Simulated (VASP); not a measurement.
# ZnS (P6_3mc) in VASP: a series of runs

Runs on ZnS. Level: PBE. Tasks: single point.

All numbers are computed with VASP 6.6.1; they aren't measurements. Logs are shortened: lines on timing, memory, paths and dates and some standing lists are left out, and cuts for length are marked.

**Measured values to compare with.**

A printed reference work, monograph reports, for a bulk crystal of ZnS at 4 K: band gap 3.911 eV (direct).

How close the calculation comes is told below.

## Step 1: The cell of the first run

The structure is hexagonal, space group P6_3mc (No. 186). The conventional cell has a = 3.884 Å, b = 3.884 Å, c = 6.368 Å, α = 90.00°, β = 90.00°, γ = 120.00°. Within 3.1 Å of Zn (site symmetry 3m) lie 4 S at 2.38 to 2.39 Å. S (site symmetry 3m) has 4 Zn at 2.38 to 2.39 Å within 3.1 Å.

## Step 2: Single point, PBE (20.79 Å³/atom)

INCAR reads:

```
ALGO = Normal ; EDIFF = 1E-6
ENCUT = 520 ; GGA = PE
ISIF = 2 ; ISMEAR = 0
LASPH = T ; LCHARG = F
LREAL = F ; LWAVE = F
NBANDS = 26 ; NELM = 60
PREC = Accurate ; SIGMA = 0.02
```

KPOINTS reads:

```
k-points
0
Gamma
  12 12 6
```

POSCAR reads:

```
ZnS
1.0
    3.8835696191      0.0000000000      0.0000000000
   -1.9417848096      3.3632699475      0.0000000000
    0.0000000000      0.0000000000      6.3677665077
Zn S
2 2
Direct
    0.3333333333      0.6666666667      0.0052197925
    0.6666666667      0.3333333333      0.5052197925
    0.3333333333      0.6666666667      0.3797802075
    0.6666666667      0.3333333333      0.8797802075
```

Potentials or basis: VASP PAW PBE potentials, release 64 (Zn, S).

The run is started by

```sh
$ cat potpaw_PBE.64/Zn/POTCAR potpaw_PBE.64/S/POTCAR > POTCAR
$ mpirun -np 1 vasp_std > vasp.out
```

OUTCAR:

```text
EDIFF = 1E-6
   ENCUT = 520
   GGA = PE
   ISIF = 2
   ISMEAR = 0
   LASPH = T
   LREAL = F
   NELM = 60
   PREC = Accurate

 ion  position               nearest neighbor table
   1  0.333  0.667  0.005-   4 2.38   4 2.38   4 2.38   3 2.39
   2  0.667  0.333  0.505-   3 2.38   3 2.38   3 2.38   4 2.39
   3  0.333  0.667  0.380-   2 2.38   2 2.38   2 2.38   1 2.39
   4  0.667  0.333  0.880-   1 2.38   1 2.38   1 2.38   2 2.39

  LATTYP: Found a hexagonal cell.
 ALAT       =     3.8835696191
 C/A-ratio  =     1.6396684319

  Lattice vectors:

 A1 = (   3.8835696191,   0.0000000000,   0.0000000000)
 A2 = (  -1.9417848096,   3.3632699475,   0.0000000000)
 A3 = (   0.0000000000,   0.0000000000,   6.3677665077)

Analysis of symmetry for initial positions (statically):
=====================================================================
 Subroutine PRICEL returns:
 Original cell was already a primitive cell.

 Routine SETGRP: Setting up the symmetry group for a
 hexagonal supercell.

 Subroutine GETGRP returns: Found 12 space group operations
 (whereof  6 operations were pure point group operations)
 out of a pool of 24 trial point group operations.

The static configuration has the point symmetry C_3v.
 The point group associated with its full space group is C_6v.

Analysis of symmetry for dynamics (positions and initial velocities):
=====================================================================
 Subroutine PRICEL returns:
 Original cell was already a primitive cell.

 Routine SETGRP: Setting up the symmetry group for a
 hexagonal supercell.

 Subroutine GETGRP returns: Found 12 space group operations
 (whereof  6 operations were pure point group operations)
 out of a pool of 24 trial point group operations.

The dynamic configuration has the point symmetry C_3v.
 The point group associated with its full space group is C_6v.

 Subroutine INISYM returns: Found 12 space group operations
 (whereof  6 operations are pure point group operations),
 and found     1 'primitive' translations

----------------------------------------------------------------------------------------

                                     Primitive cell

  volume of cell :      83.1725
[... 88 lines left out ...]
   LNONCOLLINEAR =      F non collinear calculations
   LSORBIT =      F    spin-orbit coupling
   LASPH  =      T    aspherical Exc in radial PAW
   ENCUT  =  520.0 eV  38.22 Ry    6.18 a.u.   7.22  7.22 11.84*2*pi/ulx,y,z
   NELM   =     60;   NELMIN=  2; NELMDL= -5     # of ELM steps
   EDIFF  = 0.1E-05   stopping-criterion for ELM
   LREAL  =      F    real-space projection
   EDIFFG = 0.1E-04   stopping-criterion for IOM
   NSW    =      0    number of steps for IOM
   IBRION =     -1    ionic relax: 0-MD 1-quasi-New 2-CG
   NFREE  =      0    steps in history (QN), initial steepest desc. (CG)
   ISIF   =      2    stress and relaxation
   ISYM   =      2    0-nonsym 1-usesym 2-fastsym
   POTIM  = 0.5000    time-step for ionic-motion
   TEBEG  =    0.0;   TEEND  =   0.0 temperature during run
   PSTRESS=    0.0 pullay stress
   NELECT =      36.0000    total number of electrons
   NUPDOWN=      -1.0000    fix difference up-down
   EMIN   =  10.00;   EMAX   =-10.00  energy-range for DOS
   EFERMI =   0.00;   METHOD = LEGACY
   ISMEAR =     0;   SIGMA  =   0.02  broadening in eV -4-tet -1-fermi 0-gaus
   EFERMI_NEDOS =   21; number of points for ismear=-14 and -15
   IALGO  =     38    algorithm
   IMIX   =      4    mixing-type and parameters
     AMIX     =   0.40;   BMIX     =  1.00
     AMIX_MAG =   1.60;   BMIX_MAG =  1.00
  volume/ion in A,a.u.               =      20.79       140.32
  Fermi-wavevector in a.u.,A,eV,Ry     =   1.238366  2.340172 20.865219  1.533550
  Thomas-Fermi vector in A             =   2.372894
   LORBIT       =      0    0 simple, 1 ext, 2 COOP (PROOUT), +10 PAW based schemes
   GGA     = PE    functional components
   LHFCALC =     F    Hartree Fock is set to
   AEXX    =    0.0000 exact exchange contribution
   IVDW    =     0    specifies the selected vdW correction
   LEPSILON=     F    determine dielectric tensor
   LRPA    =     F    only Hartree local field effects (RPA)
 non-spin polarized calculation
 Gauss-broadening in eV      SIGMA  =   0.02
  energy-cutoff  :      520.00
  volume of cell :       83.17
 maximum number of plane-waves:      2259
 NGX is ok and might be reduce to    30
   NGX = 15   NGY = 15   NGZ = 23

 number of electron      35.9999966 magnetization

 Free energy of the ion-electron system (eV)
  ---------------------------------------------------
  ext. energy  EPLUGINS =         0.00000000
  ---------------------------------------------------
  free energy    TOTEN  =       -13.68127657 eV

  energy without entropy =      -13.68127657  energy(sigma->0) =      -13.68127657

 E-fermi :   1.7592     XC(G=0):  -9.3785

 val. band max:        1.6489947574   @ k =   0.0000   0.0000   0.0000
 cond. band min:       3.5991997424   @ k =   0.0000   0.0000   0.0000
 fundamental gap:      1.9502049850
 Fermi energy:         1.7591678270

 k-point     1 :       0.0000    0.0000    0.0000
  band No.  band energies     occupation
      1     -11.1625      2.00000
      2     -10.3255      2.00000
      3      -4.5014      2.00000
      4      -4.4906      2.00000
      5      -4.4906      2.00000
      6      -4.4171      2.00000
[... 685 lines left out ...]
     25      10.2558      0.00000
     26      11.2606      0.00000

 [... further k-points ...]

------------------------ aborting loop because EDIFF is reached ----------------------------------------

  FORCE on cell =-STRESS in cart. coord.  units (eV):
  Direction    XX          YY          ZZ          XY          YZ          ZX
  --------------------------------------------------------------------------------------
  -------------------------------------------------------------------------------------
  Total       -0.9299934     -0.9299934     -0.9396431      0.0000000      0.0000000      0.0000000
  in kB      -17.9147387    -17.9147387    -18.1006237      0.0000000      0.0000000      0.0000000
  external PRESSURE =     -17.9767003 kB  Pullay stress =       0.0000000 kB

 VOLUME and BASIS-vectors are now :
 -----------------------------------------------------------------------------
  energy-cutoff  :      520.00
  volume of cell :       83.17
      direct lattice vectors                 reciprocal lattice vectors
     3.883569619  0.000000000  0.000000000     0.257495062  0.148664843  0.000000000
    -1.941784810  3.363269948  0.000000000     0.000000000  0.297329687  0.000000000
     0.000000000  0.000000000  6.367766508     0.000000000  0.000000000  0.157040934

 POSITION                                       TOTAL-FORCE (eV/Angst)
 -----------------------------------------------------------------------------------
     -0.00000      2.24218      0.03324        -0.000000      0.000000     -0.004601
      1.94178      1.12109      3.21712         0.000000     -0.000000     -0.004601
     -0.00000      2.24218      2.41835         0.000000     -0.000000      0.004601
      1.94178      1.12109      5.60223        -0.000000      0.000000      0.004601
 -----------------------------------------------------------------------------------
    total drift:                               -0.000000     -0.000000      0.000414

  FREE ENERGIE OF THE ION-ELECTRON SYSTEM (eV)
  ---------------------------------------------------
  free  energy   TOTEN  =       -13.6812765668 eV

  energy  without entropy=      -13.6812765668  energy(sigma->0) =      -13.68127657
```

OSZICAR:

```text
N       E                     dE             d eps       ncg     rms          rms(c)
DAV:   1     0.241431826247E+03    0.24143E+03   -0.16994E+04  3952   0.164E+03
DAV:   2     0.975108639714E+01   -0.23168E+03   -0.22201E+03  4100   0.345E+02
DAV:   3    -0.139619694555E+02   -0.23713E+02   -0.23482E+02  4764   0.110E+02
DAV:   4    -0.145292709066E+02   -0.56730E+00   -0.56602E+00  4602   0.171E+01
DAV:   5    -0.145381540521E+02   -0.88831E-02   -0.88805E-02  4782   0.209E+00    0.887E+00
DAV:   6    -0.136892738900E+02    0.84888E+00   -0.16390E+00  5972   0.358E+01    0.691E+00
DAV:   7    -0.136848026553E+02    0.44712E-02   -0.10996E+00  4216   0.612E+00    0.329E+00
DAV:   8    -0.136802150741E+02    0.45876E-02   -0.35069E-02  4964   0.197E+00    0.857E-01
DAV:   9    -0.136808579760E+02   -0.64290E-03   -0.72905E-03  5308   0.138E+00    0.211E-01
DAV:  10    -0.136810481765E+02   -0.19020E-03   -0.71997E-04  4498   0.310E-01    0.883E-02
DAV:  11    -0.136812751715E+02   -0.22699E-03   -0.38279E-04  4086   0.119E-01    0.588E-02
DAV:  12    -0.136812732821E+02    0.18894E-05   -0.95706E-06  4682   0.207E-02    0.111E-02
DAV:  13    -0.136812765708E+02   -0.32887E-05   -0.54700E-06  3954   0.124E-02    0.424E-03
DAV:  14    -0.136812765668E+02    0.40473E-08   -0.11594E-07  3226   0.602E-03
   1 F= -.13681277E+02 E0= -.13681277E+02  d E =-.173029E-17
```

Wall time 70 s (1 thread of AMD EPYC 9R45 (Zen 5), shared host); peak memory 0.25 GiB.

What came out:

- Free energy: -13.6813 eV
- Pressure: -1.8 GPa
- Largest force: 0.005 eV/Å
- Band gap on the k mesh: 1.95 eV

Forces on the atoms (eV/Å):
```
Zn   0.000  0.000 -0.005
Zn   0.000  0.000 -0.005
S    0.000  0.000  0.005
S    0.000  0.000  0.005
```

A k mesh can miss the band edges.

## Step 3: Single point, PBE

This run uses another cell than the first one, of 20.19 Å³/atom.

INCAR reads:

```
PREC = Accurate
ENCUT = 520
EDIFF = 1E-6
ISMEAR = 0
SIGMA = 0.02
LREAL = False
LASPH = True
NELM = 100
ALGO = Normal
ISIF = 2
LWAVE = False
LCHARG = False
GGA = PE
NBANDS = 26
```

KPOINTS reads:

```
regular mesh
0
Gamma
  12 12 6
```

POSCAR reads:

```
ZnS
1.0
    3.8454929863      0.0000000000      0.0000000000
   -1.9227464932      3.3302946162      0.0000000000
    0.0000000000      0.0000000000      6.3053333123
Zn S
2 2
Direct
    0.3333333333      0.6666666667      0.0052197902
    0.6666666667      0.3333333333      0.5052197902
    0.3333333333      0.6666666667      0.3797802098
    0.6666666667      0.3333333333      0.8797802098
```

Potentials or basis: VASP PAW PBE potentials, release 64 (Zn, S).

The run is started by

```sh
$ cat potpaw_PBE.64/Zn/POTCAR potpaw_PBE.64/S/POTCAR > POTCAR
$ mpirun -np 1 vasp_std > vasp.out
```

Wall time 3.4 min (1 thread of Intel Xeon 8259CL, shared host); peak memory 0.28 GiB.

The run converged. Its results:

```
Free energy            : -13.6938 eV
Pressure               : 0.1 GPa
Band gap on the k mesh : 2.08 eV
```

Levels at points of the mesh, in eV from the valence-band top:
```tsv
k point	band 15	band 16	band 17	band 18	band 19	band 20	band 21	band 22
(0.00, 0.00, 0.00)	-0.85	-0.07	0.00	0.00	2.08	3.05	6.33	6.33
(0.50, 0.00, 0.00)	-3.14	-2.14	-1.61	-0.85	3.68	4.18	5.14	6.93
(0.00, 0.00, 0.50)	-0.45	-0.45	-0.45	-0.45	3.48	3.48	6.76	6.76
(0.50, 0.00, 0.50)	-1.56	-1.56	-1.54	-1.54	3.54	3.54	5.24	5.24
```

## Step 4: Against experiment

Step 3. A measured gap of ZnS is 3.911 eV (direct; 4 K; a printed reference work, monograph); the calculated 2.08 eV misses it by -1.83 eV. The value is that of PBE on a finite k mesh, which can miss the band edges, without temperature or zero-point motion. Semilocal functionals fall short of measured gaps as a rule.
